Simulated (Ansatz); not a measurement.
## 1T-CrO2 monolayer in a perpendicular field

Wanted: the out-of-plane response of the 1T-CrO2 monolayer. A positive field points along +c.

Program: Ansatz 0.2.0. Level of theory: plane-wave DFT, PBE-D3(BJ), Ansatz PAW (set soft_1); PAW set soft_1. Results are calculated unless marked as measured.

### Step 1. The starting structure

The cell holds 3 atoms: 2 O and 1 Cr. Its edges and angles: a = 2.784 Å, b = 2.784 Å, c = 35.241 Å, α = 90.0°, β = 90.0°, γ = 120.0°. Vacuum lies along c.

### Step 2. Relaxation

The starting cell is a guess, so the in-plane lattice and the atoms are relaxed first, with the slab cut off from its images along the normal.

Contents of input.yaml:

```yaml
crystal:
  lattice:
    - [2.783753, 0.0, 0.0]
    - [-1.3918765, 2.4108008159, 0.0]
    - [0.0, 0.0, 35.2407170856]
  atoms:
    - { symbol: O, position: [0.6666666667, 0.3333333333, 0.4696272201] }
    - { symbol: Cr, position: [0.0, 0.0, 0.5], spin: 3.0 }
    - { symbol: O, position: [0.3333333333, 0.6666666667, 0.5303727799] }
  periodic: [true, true, false]
magnetization:
  spin_polarized: true
kpoints:
  mp_grid: { grid: [12, 12, 1] }
hamiltonian:
  xc: pbe
  dispersion: d3bj
  pseudopotentials: { kind: paw, azcp: { folder: soft_1 } }
scf:
  occupations: { method: fermi_dirac, width: 0.05 }
  convergence: { dr2_threshold: 1.0e-09 }
relax:
  f_tol: 0.004
  max_steps: 90
  cell: {}
output:
  write_potential: true
  write_density: true
  volumetric_format: npy
```

Launch:

```console
ansatz run input.yaml --threads 2 --pin off --max-ram 3072MiB --backend cpu --events-out ev --progress --plain --runs-dir out
```

Numbers of over 12 decimals in the logs are rounded to 6 here.

The program printed:

```text
Warning: relax.cell: scf.convergence.dr2_threshold = 1e-9 eV is looser than the 2.03531942183e-10 eV advised for a relaxation that steers and ends on the stress (1e-10 eV for each atom of the cell: 3, times the square of relax.cell.stress_2d_tol = 0.05 N/m over 12.1 Å (the atoms' height at the walk's start and 5 Å past either face), 4.118e-2 GPa, over a crystal's default 0.05). What an SCF threshold leaves in a stress goes as its square root, and in the free energy as the threshold itself, and one threshold admits the most on a small cell: [figures from the program's tests cut] Set scf.convergence.dr2_threshold to 2.03531942183e-10 eV or tighter. [rest of the remark cut]
Engine: ansatz 0.2.0, aarch64-unknown-linux-gnu
Pseudopotentials: kind: paw
Pseudopotential: O, paw, valence charge 6, recommended cutoff 420 eV (normal), soft_1/O.paw.azcp
Pseudopotential: Cr, paw, valence charge 14, recommended cutoff 420 eV (normal), soft_1/Cr.paw.azcp
Functional definition: PBE
  parameter kappa = 0.804
  parameter beta = 0.066725
  exchange = pbe_x(kappa = kappa, mu = beta*pi^2/3)
  correlation = pbe_c(beta = beta)
Crystal: 3 atoms, lattice volume = 236.503 Å³
Basis set: ecut = 420 eV, 4689 PW (Γ), exchange–correlation on 40×40×480 points (8 copies of the dense FFT grid, shifted against one another)
Bands: 19, of which v1, the nominal top of the filled ones, is band 13 counted from 1 (12 counted from 0)
Symmetry: 12 space group operations
Space group: P-3m1 (ITA 164), of the structure as read, at distance tolerance 6.2e-5 Å
Magnetic group: BNS 164.85 (UNI 1315), of the structure as read, at distance tolerance 6.2e-5 Å
k-points: 19 of 144
Non-local potential: O, projectors of the file, l = 0: 2, l = 1: 2, l = 2: 1
Non-local potential: Cr, projectors of the file, l = 0: 3, l = 1: 2, l = 2: 3, l = 3: 1
PAW form: soft (Blöchl's): semilocal exchange-correlation on the pseudo side does not see the compensation charge
PAW one-centre angular grid: O, 110 points (default); XC on 64 Gauss nodes
PAW one-centre angular grid: Cr, 590 points (default); XC on 64 Gauss nodes
Initial density: superposition of atomic densities (neutral atoms: chi_scale 0, normalization atom)
Starting moments: Σ|m| = 3 μB on 1 of 3 sites
Initial wavefunctions: pseudopotential atomic-orbital guess
Functional: x = pbe(κ = 0.804, μ = 0.219515), c = pbe(β = 0.066725)
SCF iter   1: F=—  HF=-4517.237539 eV  |F-HF|=—  |Δ(HF+E_count)|=         —  Δρ=6.05e-2 (↑6.05e-2 ↓4.30e-2)  dr2=2.53e1  dr2_m=5.38e-1  M=2.000 μB ∫|m|=2.137 μB  β_m=0.30  ethr=3.10e-3  ⟨swp⟩=11.8  Hψ=5641  notcnv=0
Mixer restart at iter 1: flushing history
preconditioner: auto → LDOS  [metal: Δε(μ)=0.020 eV  Ē_g=13.897 eV  σ=0.050 eV  W_gap=0.10  n_scr=20 (ndim 8)  ℏωp=10.2 eV  f_vac=0.838  D(μ)=2.75/eV (n_scr^D=16)]
spin=Collinear: LDOS preconditioning applied to the charge; magnetization (m = ρ↑ − ρ↓) channel mixes plain (no charge-response kernel on spin).
SCF iter   2: F=—  HF=-4514.637013 eV  |F-HF|=—  |Δ(HF+E_count)|=    2.60e0  Δρ=3.93e-2 (↑3.93e-2 ↓3.08e-2)  dr2=1.24e1  dr2_m=1.86e-1  M=2.000 μB ∫|m|=2.163 μB  β_m=0.60  ethr=3.10e-3  ⟨swp⟩=4.4  Hψ=2169  notcnv=0  defer=37
SCF iter   3: F=—  HF=-4512.998807 eV  |F-HF|=—  |Δ(HF+E_count)|=    1.64e0  Δρ=5.31e-3 (↑5.31e-3 ↓4.70e-3)  dr2=5.30e-2  dr2_m=9.83e-3  M=2.000 μB ∫|m|=2.158 μB  β_m=0.67  ethr=3.10e-3  ⟨swp⟩=4.9  Hψ=2266  notcnv=0  defer=38
SCF iter   4: F=—  HF=-4513.057243 eV  |F-HF|=—  |Δ(HF+E_count)|=         —  Δρ=2.13e-3 (↑2.13e-3 ↓1.80e-3)  dr2=2.98e-2  dr2_m=1.44e-3  M=2.000 μB ∫|m|=2.116 μB  β_m=0.67  ethr=2.04e-4  ⟨swp⟩=4.6  Hψ=2253  notcnv=0  defer=35
SCF iter   5: F=—  HF=-4513.064518 eV  |F-HF|=—  |Δ(HF+E_count)|=   7.27e-3  Δρ=4.69e-4 (↑4.69e-4 ↓3.21e-4)  dr2=2.06e-4  dr2_m=2.26e-4  M=2.000 μB ∫|m|=2.114 μB  β_m=0.67  ethr=1.15e-4  ⟨swp⟩=4.3  Hψ=1858  notcnv=0  defer=35
SCF iter   6: F=—  HF=-4513.065378 eV  |F-HF|=—  |Δ(HF+E_count)|=   8.60e-4  Δρ=2.18e-4 (↑2.18e-4 ↓2.10e-4)  dr2=1.46e-4  dr2_m=6.39e-5  M=2.000 μB ∫|m|=2.110 μB  β_m=0.79  ethr=7.92e-7  ⟨swp⟩=3.9  Hψ=2017  notcnv=0  defer=35
SCF iter   7: F=—  HF=-4513.065537 eV  |F-HF|=—  |Δ(HF+E_count)|=   1.60e-4  Δρ=6.82e-5 (↑4.08e-5 ↓6.82e-5)  dr2=1.02e-5  dr2_m=4.60e-6  M=2.000 μB ∫|m|=2.107 μB  β_m=0.86  ethr=5.60e-7  ⟨swp⟩=3.1  Hψ=1543  notcnv=0  defer=35
SCF iter   8: F=—  HF=-4513.065482 eV  |F-HF|=—  |Δ(HF+E_count)|=   5.59e-5  Δρ=2.10e-5 (↑2.01e-5 ↓2.10e-5)  dr2=2.33e-7  dr2_m=8.62e-7  M=2.000 μB ∫|m|=2.106 μB  β_m=0.93  ethr=3.91e-8  ⟨swp⟩=3.7  Hψ=1681  notcnv=0  defer=35
SCF iter   9: F=—  HF=-4513.065482 eV  |F-HF|=—  |Δ(HF+E_count)|=   7.79e-7  Δρ=6.07e-6 (↑4.02e-6 ↓6.07e-6)  dr2=1.87e-7  dr2_m=1.81e-8  M=2.000 μB ∫|m|=2.105 μB  β_m=0.91  ethr=8.95e-10  ⟨swp⟩=3.7  Hψ=1733  notcnv=0  defer=35
SCF iter  10: F=—  HF=-4513.065482 eV  |F-HF|=—  |Δ(HF+E_count)|=   1.71e-8  Δρ=9.65e-7 (↑9.29e-7 ↓9.65e-7)  dr2=5.29e-10  dr2_m=1.72e-9  M=2.000 μB ∫|m|=2.105 μB  β_m=0.96  ethr=7.19e-10  ⟨swp⟩=2.5  Hψ=1103  notcnv=0  defer=35
SCF iter  11: F=-4513.065482 eV  HF=-4513.065482 eV  |F-HF|=2.91e-10  |Δ(HF+E_count)|=  6.00e-11  Δρ=3.37e-7 (↑3.37e-7 ↓1.07e-7)  dr2=3.66e-10  dr2_m=5.37e-11  M=2.000 μB ∫|m|=2.105 μB  ethr=2.03e-12  ⟨swp⟩=8.0  Hψ=5442  notcnv=0
SCF 1 converged in 11 iterations: F = -4513.065482 eV  dr2 = 3.66e-10
  greatest PAW one-centre occupation: 1.000 electrons in one spin orbital (limit 2), on the Cr atom at site 1 (counted from 0), in its partial waves of l = 0
relax step   1: F+E_penalty+E_count = -4513.06548236 eV  Δ(F+E_penalty+E_count) = +0.000e0 eV  max|allowed force component| = 1.292e0 eV/Å  Δτ_max = 0.0000 Å  P = +2.500 N/m  Ω = 236.503 Å³  fix = [c, alpha, beta]  reactions: c +0.000 N/m  (11 SCF iters, accepted)
Crystal: 3 atoms, lattice volume = 247.914 Å³
Basis set: ecut = 420 eV, 4881 PW (Γ), exchange–correlation on 40×40×480 points (8 copies of the dense FFT grid, shifted against one another)
Initial density: handed on by an earlier stage of this run
Starting moments: Σ|m| = 3 μB on 1 of 3 sites; this step starts from the density that it was given
Initial wavefunctions: those handed on with the density
iter 1 solved again at ethr=2.87e-4 eV; its pass at ethr=3.10e-3 eV (dr2=7.45e-2 eV) is discarded
SCF iter   1: F=—  HF=-4513.238607 eV  |F-HF|=—  |Δ(HF+E_count)|=         —  Δρ=4.48e-3 (↑4.48e-3 ↓2.10e-3)  dr2=7.39e-2  dr2_m=1.16e-2  M=2.000 μB ∫|m|=2.166 μB  β_m=0.30  ethr=2.87e-4  ⟨swp⟩=3.3  Hψ=5554  notcnv=0
[...]
relax step   5: F+E_penalty+E_count = -4513.24236733 eV  Δ(F+E_penalty+E_count) = +5.329e-5 eV  max|allowed force component| = 1.293e-4 eV/Å  Δτ_max = 0.0004 Å  P = +0.000 N/m  Ω = 252.772 Å³  energy of the carried Pulay correction = -6.599e-3 eV  fix = [c, alpha, beta]  reactions: c +0.000 N/m  (7 SCF iters, accepted)
[...]
relax step   6: F+E_penalty+E_count = -4513.25280315 eV  Δ(F+E_penalty+E_count) = -1.044e-2 eV  max|allowed force component| = 1.394e-3 eV/Å  Δτ_max = 0.0000 Å  P = +0.306 N/m  Ω = 252.772 Å³  fix = [c, alpha, beta]  reactions: c +0.000 N/m  stress off target by 3.06e-1 N/m on what of the cell is left free  SCF on the basis re-selected at this cell (its energy is not comparable with the rows above)  (7 SCF iters)
[...]
relax step   7: F+E_penalty+E_count = -4513.25271893 eV  Δ(F+E_penalty+E_count) = +8.422e-5 eV  max|allowed force component| = 7.303e-5 eV/Å  Δτ_max = 0.0022 Å  P = +0.020 N/m  Ω = 253.569 Å³  energy of the carried Pulay correction = -3.108e-4 eV  fix = [c, alpha, beta]  reactions: c +0.000 N/m  (8 SCF iters, accepted)
iter 1 solved again at ethr=3.55e-7 eV; its pass at ethr=3.10e-3 eV (dr2=9.23e-5 eV) is discarded
SCF iter   1: F=—  HF=-4513.250174 eV  |F-HF|=—  |Δ(HF+E_count)|=         —  Δρ=6.19e-5 (↑6.19e-5 ↓4.06e-5)  dr2=5.77e-7  dr2_m=3.48e-7  M=2.000 μB ∫|m|=2.235 μB  β_m=0.65  ethr=3.55e-7  ⟨swp⟩=5.4  Hψ=8650  notcnv=0
preconditioner: auto → LDOS  [metal: Δε(μ)=0.050 eV  Ē_g=11.694 eV  σ=0.050 eV  W_gap=0.25  n_scr=18 (ndim 8)  ℏωp=9.9 eV  f_vac=0.857  D(μ)=1.64/eV (n_scr^D=12)]
spin=Collinear: LDOS preconditioning applied to the charge; magnetization (m = ρ↑ − ρ↓) channel mixes plain (no charge-response kernel on spin).
SCF iter   2: F=—  HF=-4513.252334 eV  |F-HF|=—  |Δ(HF+E_count)|=   2.16e-3  Δρ=2.17e-5 (↑2.17e-5 ↓1.42e-5)  dr2=7.79e-8  dr2_m=4.27e-8  M=2.000 μB ∫|m|=2.235 μB  β_m=0.64  ethr=2.22e-9  ⟨swp⟩=3.8  Hψ=1920  notcnv=0
SCF iter   3: F=—  HF=-4513.253006 eV  |F-HF|=—  |Δ(HF+E_count)|=   6.72e-4  Δρ=9.39e-7 (↑9.39e-7 ↓6.29e-7)  dr2=1.07e-9  dr2_m=8.89e-11  M=2.000 μB ∫|m|=2.235 μB  β_m=0.62  ethr=2.99e-10  ⟨swp⟩=4.4  Hψ=2141  notcnv=0
iter 4 met the thresholds in force, and the SCF goes on: an eigenvalue changes by 0.87 meV, over its tolerance of 0.06 meV (output.eigenvalues, Limitations)
SCF iter   4: F=-4513.253013 eV  HF=-4513.253013 eV  |F-HF|=1.57e-8  |Δ(HF+E_count)|=   7.72e-6  Δρ=1.80e-7 (↑1.80e-7 ↓1.28e-7)  dr2=2.29e-10  dr2_m=4.33e-12  M=2.000 μB ∫|m|=2.235 μB  β_m=0.77  ethr=3.85e-12  ⟨swp⟩=18.2  Hψ=6414  notcnv=0
iter 5 met the thresholds in force, and the SCF goes on: an eigenvalue changes by 0.79 meV, over its tolerance of 0.05 meV (output.eigenvalues, Limitations)
SCF iter   5: F=-4513.253013 eV  HF=-4513.253013 eV  |F-HF|=1.90e-8  |Δ(HF+E_count)|=   3.13e-9  Δρ=3.11e-8 (↑3.11e-8 ↓2.45e-8)  dr2=3.29e-12  dr2_m=1.60e-13  M=2.000 μB ∫|m|=2.235 μB  β_m=1.00  ethr=1.00e-12  ⟨swp⟩=8.9  Hψ=4694  notcnv=0
Mixer restart at iter 5: flushing history
SCF iter   6: F=-4513.253013 eV  HF=-4513.253013 eV  |F-HF|=1.07e-10  |Δ(HF+E_count)|=   1.89e-8  Δρ=8.10e-8 (↑8.10e-8 ↓6.91e-8)  dr2=5.71e-11  dr2_m=1.46e-13  M=2.000 μB ∫|m|=2.235 μB  ethr=1.00e-12  ⟨swp⟩=8.7  Hψ=4304  notcnv=0
SCF 8 converged in 6 iterations: F = -4513.253013 eV  dr2 = 5.71e-11
relax step   8: F+E_penalty+E_count = -4513.25301336 eV  Δ(F+E_penalty+E_count) = -2.944e-4 eV  max|allowed force component| = 1.034e-4 eV/Å  Δτ_max = 0.0000 Å  P = +0.023 N/m  Ω = 253.569 Å³  fix = [c, alpha, beta]  reactions: c +0.000 N/m  stress off target by 2.26e-2 N/m on what of the cell is left free  SCF on the basis re-selected at this cell (its energy is not comparable with the rows above)  (6 SCF iters)
basis re-selected at this cell: Δ(F+E_penalty+E_count) = -2.944e-4 eV, ΔP = +0.003 N/m vs the last step (what re-selecting the basis moved, of the pressure what is left beyond the Pulay correction that the steps carried, after the strain that the cell walked since its last selection, with what the two solves' SCF thresholds leave and, on support functions, any second-order correction that the steps lacked; it is no m [...]
WARN: The output density's exchange-correlation potential varies sharply where the density is thin. Do not read a vacuum level from v_tot or v_xc, or from such a field of the output density. On a cell that repeats whose density bears no net charge and no dipole along the vacuum's axis use v_es (v_loc + v_h of the components); under efield.dipole_correction with no amplitude use v_es + v_field, which holds any externa [...]
SCF converged after 6 iterations
an eigenvalue changed by more than its tolerance at an iteration that met the thresholds in force, so the SCF went on 2 times, its first undamped step at iteration 5: the last check found none over its tolerance
Magnetization: 2.0000 μB (14.0000 up, 12.0000 down)
Absolute magnetization: 2.2347 μB (∫|ρ↑−ρ↓|, with the PAW one-centre terms)
Spin contamination: 0.0441 ħ² per cell (⟨S²⟩ above its minimum at these occupations)
Per-site moments (μB) at R_I (Å): [(-0.048496, 0.790986), (1.733711, 0.790986), (-0.048496, 0.790986)]
Free energy (F): -4513.253013 eV
Harris-Foulkes:  -4513.253013 eV  (|F-HF|=1.07e-10)
Internal energy: -4513.239138 eV  (E = F + TS)
E sigma→0 (E₀):  -4513.246076 eV
Entropy (-TS):   -0.013875 eV (-4.625 meV/atom)
Fermi energy:    -7.004656 eV
--- Per-component energies (eV) ---
  E_band       = -711.054867
  E_kinetic    = 633.797258
  E_local      = -69274.426866  (includes V_loc(G=0)·N_el)
  E_nonlocal   = 147.031613
  E_hartree    = 34231.273526
  E_xc         = -257.578017
  E_vxc        = -328.146537  (∫ρ·V_xc dr)
  E_paw        = -1541.635704  (= ΣΔE_a)
  E_vpaw       = -351.860403  (= ΣTr[D̂ρ^β])
  E_aug_tail   = 0.002684  (compensation charges beyond the density's cutoff)
  E_ewald      = 31548.611025
  E_disp       = -0.314656  (pairwise vdW)
  E_smearing   = -0.013875  (= −TS)
  E_closure    = -0.000000  (closes the sum)
  Σ components = -4513.253013   (vs F -4513.253013, Δ=0.00e0)
--- Forces (eV/Å), atoms counted from 1 ---
  atom   1  O      0.00000000    -0.00000000    -0.00010342
  atom   2  Cr     0.00000000     0.00000000     0.00000000
  atom   3  O      0.00000000     0.00000000     0.00010342
  max |Σ_I F_I| component: 9.25e-18 eV/Å
--- 2D stress c σ (N/m, compression-positive) ---
        0.022566       0.000000      -0.000000
        0.000000       0.022566      -0.000000
       -0.000000      -0.000000       0.000000
  P = ½ c Tr σ = 0.0226 N/m
--- Band table (eV; the first three rows and the last of 38) ---
  k-point 0 ↑: bands = [... 9 lower, -9.1114, -8.6669, -8.6669, -8.3121, -8.3121, -6.2919, -3.3003, -3.3003, ... 2 higher]
  k-point 1 ↑: bands = [... 9 lower, -9.3516, -9.1243, -8.9344, -7.9567, -7.8814, -6.2945, -3.5289, -3.3529, ... 2 higher]
  k-point 2 ↑: bands = [... 9 lower, -10.3230, -9.6553, -8.6637, -7.6788, -7.4441, -6.3525, -4.0104, -3.4682, ... 2 higher]
  k-point 18 ↓: bands = [... 9 lower, -10.1312, -10.1312, -9.9616, -5.7045, -4.7377, -4.7377, -3.0228, -3.0228, ... 2 higher]
  the weakly bound empty levels are not read free of the cell's end (no_gap_told)
--- Relaxed structure (6 steps of the walk, 6 accepted, 2 SCFs on fresh bases) ---
  F+E_penalty+E_count = -4513.25301336 eV   max|allowed force component| = 1.034e-4 eV/Å   (the final SCF, on the basis selected at the relaxed cell)
  cell:  # Å, volume = 253.5692 Å³
    - [2.882442, 0, 0]
    - [-1.441221, 2.496268, 0]
    - [0, 0, 35.2407170856]
  atoms:
    - { symbol: O, position: [0.666667, 0.333333, 0.472968] }
    - { symbol: Cr, position: [0, 0, 0.500000] }
    - { symbol: O, position: [0.333333, 0.666667, 0.527032] }
```

Run time: 42 s. Hardware: 2 threads of Arm Neoverse V2, shared host; peak memory 0.56 GiB.

The steps of the relaxation:

```
step  energy less that of the first step (eV)  largest force component (eV/Å)  volume (Å³)
   1                                   0.0000                          1.2919       236.50
   2                                  -0.1584                          0.4792       247.91
   3                                  -0.1768                          0.0285       252.88
   4                                  -0.1769                          0.0005       252.61
   5                                  -0.1769                          0.0001       252.77
  6*                                  -0.1873                          0.0014       252.77
   7                                  -0.1872                          0.0001       253.57
  8*                                  -0.1875                          0.0001       253.57
```

Relaxation steps marked * repeat the geometry before them on a plane-wave basis chosen anew for their cell, so energy and pressure can jump there.

Forces are held to the 12 operations that the run works with; a distortion that breaks them can't arise in this run.

```
cell as run  before  after  change
      a (Å)   2.784  2.882  +3.5 %
      b (Å)   2.784  2.882  +3.5 %
```

The atoms that moved most (Å, along periodic axes as changes of fractional coordinates times the final cell, across vacuum about the mean position):

```
atom     dx     dy      dz  length
  O3  0.000  0.000  -0.118   0.118
  O1  0.000  0.000   0.118   0.118
```

The relaxed structure:

```cif
data_structure
_symmetry_space_group_name_H-M 'P 1'
_symmetry_Int_Tables_number 1
_cell_length_a 2.8824
_cell_length_b 2.8824
_cell_length_c 35.2407
_cell_angle_alpha 90.000
_cell_angle_beta 90.000
_cell_angle_gamma 120.000
_cell_volume 253.57
loop_
_atom_site_label
_atom_site_type_symbol
_atom_site_fract_x
_atom_site_fract_y
_atom_site_fract_z
_atom_site_occupancy
O1 O 0.66667 0.33333 0.47297 1
Cr2 Cr 0.00000 0.00000 0.50000 1
O3 O 0.33333 0.66667 0.52703 1
```

Numbers from this step:

| Property | Result |
| --- | --- |
| energy at zero smearing | -4513.2461 eV |
| total moment | 2.000 μB |
| site moments | -0.04850, 1.734, -0.04850 μB |

Site moment by atom:

```
atom  site moment (μB)
  O1             -0.05
 Cr2              1.73
  O3             -0.05
```

The lattice constant a goes from 2.784 to 2.882 Å.

[end of part 1 of 2]

[Logs are printed without paths, hosts, clocks, repeated set-up lines and the standing remarks that a program may print on its own settings, such as how far it seeks lower states.]

[Hosts, paths, dates, database ids (printed as entryN), source tags and the programs' standing remarks are cut or masked in the printed files.]

[Maps of the electrostatic potential energy from Ansatz leave out the sawtooth potential of an applied field or a dipole correction, so their vacuum need not be flat; planar profiles and work functions include it.]
